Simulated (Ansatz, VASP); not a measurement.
# Cross-check of GaSb between VASP and Ansatz, part 2 of 2

Wanted: the spread between two codes on one cell, functional and k mesh. The structure shown is the end of the Ansatz relaxation below.

VASP 6.6.1 and Ansatz 0.2.0.

So far. Step 3 (VASP: single point, PBEsol, pair 1): The run ends at a pressure of 2.03 GPa.

## Step 6: VASP: single point, PBEsol, pair 2

Level of this step: PBEsol; plane waves and PAW (Sb, Ga_d) (VASP).

The same cell, functional, mesh and smearing now go to VASP, with its own data sets.

File INCAR:

```
SYSTEM = GaSb
PREC = Accurate
ENCUT = 500
EDIFF = 1E-06
NELM = 120
ISMEAR = -1
SIGMA = 0.02
LREAL = .FALSE.
ALGO = Normal
GGA = PS
NBANDS = 24
LORBIT = 11
LWAVE = .FALSE.
LCHARG = .FALSE.
ISIF = 2
LASPH = .TRUE.
GGA_COMPAT = .FALSE.
KPAR = 2
```

File POSCAR:

```
GaSb
1.0
    4.2354649400      0.0000000000      0.0000000000
    0.0000000000      4.2354649400      0.0000000000
    0.0000000000      0.0000000000      6.2130843851
Sb Ga
2 2
Direct
    0.5000000000      0.0000000000      0.7500000000
    0.0000000000      0.5000000000      0.2500000000
    0.0000000000      0.0000000000      0.0000000000
    0.5000000000      0.5000000000      0.5000000000
```

File KPOINTS:

```
Automatic mesh
0
Gamma
7 7 5
0 0 0
```

The projector-augmented-wave data sets are Sb and Ga_d (PBE family, release 64).

Launch:

```bash
> mpirun -np 2 vasp_std
```

Numbers of over 12 decimals in the logs are rounded to 6 here.

The program printed:

```text
[banner, memory and clock lines left out]
running    2 mpi-ranks, on    1 nodes
[...]
[... a notice as in an earlier step ...]

 LDA part: xc-table for (Slater+PW92), standard interpolation
 POSCAR, INCAR and KPOINTS ok, starting setup
[...]
entering main loop
       N       E                     dE             d eps       ncg     rms          rms(c)
DAV:   1     0.221656620901E+03    0.22166E+03   -0.16514E+04  1456   0.186E+03
DAV:   2     0.505147549986E+01   -0.21661E+03   -0.21182E+03  1616   0.420E+02
DAV:   3    -0.159582318501E+02   -0.21010E+02   -0.20880E+02  1792   0.110E+02
DAV:   4    -0.164680237844E+02   -0.50979E+00   -0.50960E+00  1624   0.195E+01
[...]
DAV:  11    -0.162711161704E+02   -0.15511E-04   -0.37882E-05  2104   0.458E-02    0.418E-03
DAV:  12    -0.162711184560E+02   -0.22856E-05   -0.38935E-06  1456   0.116E-02    0.178E-03
DAV:  13    -0.162711184720E+02   -0.16051E-07   -0.17184E-07  1024   0.405E-03
   1 F= -.16271118E+02 E0= -.16271050E+02  d E =-.136166E-03
```

OUTCAR, selected parts (step 6):

```text
  Total        1.3753959      1.3753959      0.0481730      0.0000000      0.0000000      0.0000000
  in kB       19.7710104     19.7710104      0.6924756      0.0000000      0.0000000      0.0000000
  external PRESSURE =      13.4114988 kB  Pullay stress =       0.0000000 kB

 POSITION                                       TOTAL-FORCE (eV/Angst)
 -----------------------------------------------------------------------------------
      2.11773      0.00000      4.65981         0.000000     -0.000000     -0.000000
      0.00000      2.11773      1.55327         0.000000     -0.000000     -0.000000
      0.00000      0.00000      0.00000        -0.000000      0.000000     -0.000000
      2.11773      2.11773      3.10654        -0.000000      0.000000      0.000000
 -----------------------------------------------------------------------------------
    total drift:                                0.000000      0.000000     -0.000000

  FREE ENERGIE OF THE ION-ELECTRON SYSTEM (eV)
  ---------------------------------------------------
  free  energy   TOTEN  =       -16.2711184720 eV

  energy  without entropy=      -16.2709823061  energy(sigma->0) =      -16.27105039

[... 1 part as in an earlier step ...]

[... 2 further parts left out ...]
[key lines of the parts left out:]
E-fermi :   5.1428
```

The run ends at a pressure of 1.34 GPa.

## Step 7: Comparison

What differs besides the data sets and the points named for the pairs above, as far as they apply: the data sets hold 56 valence electrons in Ansatz (on its PAW soft_1 files) and 36 in VASP. Total energies have different zeros and are not compared.

The two programs side by side:

```
              quantity  Ansatz   VASP  difference
        pressure (GPa)    1.27   1.34       -0.08
gap on the k mesh (eV)   0.088  0.097      -0.008
```

A gap on the mesh is an upper bound, since the band edges may lie between its points.

## Step 8: Ansatz: relaxation, PBEsol

This run makes the geometry at which the two programs are then compared. The cell compared in this pair holds 112.77 Å³, against 111.46 Å³ for the pair before.

The structure compared here is the end of the Ansatz relaxation.

File input.yaml:

```yaml
crystal:
  lattice:
    - [4.27868397, 0.0, 0.0]
    - [0.0, 4.27868397, 0.0]
    - [0.0, 0.0, 6.148766564]
  atoms:
    - { symbol: Sb, position: [0.5, 0.0, 0.75] }
    - { symbol: Sb, position: [0.0, 0.5, 0.25] }
    - { symbol: Ga, position: [0.0, 0.0, 0.0] }
    - { symbol: Ga, position: [0.5, 0.5, 0.5] }
kpoints:
  mp_grid: { grid: [7, 7, 5] }
scf:
  occupations: { method: fermi_dirac, width: 0.02 }
hamiltonian:
  xc: pbesol
  pseudopotentials: { kind: paw, azcp: { folder: soft_1 }, xc_functional: pbe }
basis:
  ecutwfc: 600
output:
  forces: true
  stress: true
relax:
  f_tol: 0.005
  max_steps: 70
  cell: { stress_tol: 0.02, p_target: 0, fix: [a, b, alpha, beta, gamma] }
```

Launch:

```bash
> ansatz run input.yaml --threads 8 --pin off --max-ram 18432MiB --backend cpu --events-out ev --progress --plain --runs-dir out
```

The program printed:

```text
[...]
Crystal: 4 atoms, lattice volume = 112.566 Å³
Basis set: ecut = 600 eV, 3737 PW (Γ), exchange–correlation on 72×72×100 points (8 copies of the dense FFT grid, shifted against one another)
Bands: 34, of which v1, the nominal top of the filled ones, is band 28 counted from 1 (27 counted from 0)
Symmetry: 16 space group operations
[...]
-0.000000      -0.000000      -0.000322
  P = ⅓ Tr σ = 0.6327 GPa (6.327 kbar)
--- Relaxed structure (3 steps of the walk, 3 accepted, 1 SCFs on fresh bases) ---
[...]
cell:  # Å, volume = 112.7651 Å³
    - [4.27868397, 0, 0]
    - [0, 4.27868397, 0]
    - [0, 0, 6.159624]
  atoms:
    - { symbol: Sb, position: [0.5, 0, 0.750000] }
    - { symbol: Sb, position: [0, 0.5, 0.25] }
    - { symbol: Ga, position: [0, 0, 0] }
    - { symbol: Ga, position: [0.5, 0.5, 0.5] }
[key lines of the parts left out:]
SCF converged after 6 iterations
Free energy (F): -20303.219736 eV
Fermi energy:    7.950247 eV
```

## Step 9: VASP: single point, PBEsol, pair 3

The same cell, functional, mesh and smearing now go to VASP, with its own data sets.

INCAR is that of step 6.

File POSCAR:

```
GaSb
1.0
    4.2786839700      0.0000000000      0.0000000000
    0.0000000000      4.2786839700      0.0000000000
    0.0000000000      0.0000000000      6.1596240109
Sb Ga
2 2
Direct
    0.5000000000      0.0000000000      0.7500000000
    0.0000000000      0.5000000000      0.2500000000
    0.0000000000      0.0000000000      0.0000000000
    0.5000000000      0.5000000000      0.5000000000
```

KPOINTS is that of step 6.

Launch:

```bash
> mpirun -np 2 vasp_std
```

The program printed:

```text
[... set-up lines as in an earlier step ...]
 entering main loop
       N       E                     dE             d eps       ncg     rms          rms(c)
DAV:   1     0.220241829505E+03    0.22024E+03   -0.16433E+04  1464   0.186E+03
DAV:   2     0.536185219971E+01   -0.21488E+03   -0.21036E+03  1640   0.421E+02
DAV:   3    -0.159226958432E+02   -0.21285E+02   -0.21161E+02  1688   0.111E+02
DAV:   4    -0.164833519181E+02   -0.56066E+00   -0.56031E+00  1728   0.202E+01
[...]
DAV:  11    -0.162920591318E+02   -0.14504E-04   -0.36263E-05  2016   0.435E-02    0.438E-03
DAV:  12    -0.162920613296E+02   -0.21978E-05   -0.40037E-06  1528   0.133E-02    0.190E-03
DAV:  13    -0.162920613584E+02   -0.28789E-07   -0.21626E-07  1016   0.438E-03
   1 F= -.16292061E+02 E0= -.16291949E+02  d E =-.224134E-03
```

From OUTCAR (step 9):

```text
  Total        0.7183265      0.7183265      0.0448250      0.0000000      0.0000000      0.0000000
  in kB       10.2060538     10.2060538      0.6368775      0.0000000      0.0000000      0.0000000
  external PRESSURE =       7.0163283 kB  Pullay stress =       0.0000000 kB

 POSITION                                       TOTAL-FORCE (eV/Angst)
 -----------------------------------------------------------------------------------
      2.13934      0.00000      4.61972         0.000000     -0.000000      0.000000
      0.00000      2.13934      1.53991         0.000000     -0.000000      0.000000
      0.00000      0.00000      0.00000         0.000000     -0.000000      0.000000
      2.13934      2.13934      3.07981        -0.000000      0.000000     -0.000000
 -----------------------------------------------------------------------------------
    total drift:                                0.000000      0.000000     -0.000000

  FREE ENERGIE OF THE ION-ELECTRON SYSTEM (eV)
  ---------------------------------------------------
  free  energy   TOTEN  =       -16.2920613584 eV

  energy  without entropy=      -16.2918372247  energy(sigma->0) =      -16.29194929

[... 1 part as in an earlier step ...]

[... 2 further parts left out ...]
[key lines of the parts left out:]
E-fermi :   4.9636
```

The run ends at a pressure of 0.70 GPa.

## Step 10: Differences

What differs besides the data sets and the points named for the pairs above, as far as they apply: the data sets hold 56 valence electrons in Ansatz (on its PAW soft_1 files) and 36 in VASP. Total energies have different zeros and are not compared.

Compared:

```
              quantity  Ansatz   VASP  difference
        pressure (GPa)    0.63   0.70       -0.07
gap on the k mesh (eV)   0.053  0.061      -0.008
```

A gap on the mesh is an upper bound, since the band edges may lie between its points.

## Step 11: What came out

```
difference in gap on the k mesh (single point, PBEsol, pair 1) : -0.0087 eV
difference in gap on the k mesh (single point, PBEsol, pair 2) : -0.0084 eV
difference in gap on the k mesh (single point, PBEsol, pair 3) : -0.0081 eV
```

What this shows: The difference in gap on the k mesh is -0.0087 eV (single point, PBEsol, pair 1), within the 0.08 eV picked in this series as the mark of a large difference. The data sets hold unlike numbers of valence electrons (56 in Ansatz and 36 in VASP), so part of the differences comes from the potentials. 3 further runs of this series are not shown here. Such differences can come from data sets, numerical settings and the points named under the comparisons, not from the functional's error against experiment.

[Lines on the potential files, build, host, timing and source positions are cut from VASP's logs without a mark.]

[Logs are printed without paths, hosts, clocks, repeated set-up lines and the standing remarks that a program may print on its own settings, such as how far it seeks lower states.]

[Hosts, paths, dates, database ids (printed as entryN), source tags and the programs' standing remarks are cut or masked in the printed files.]
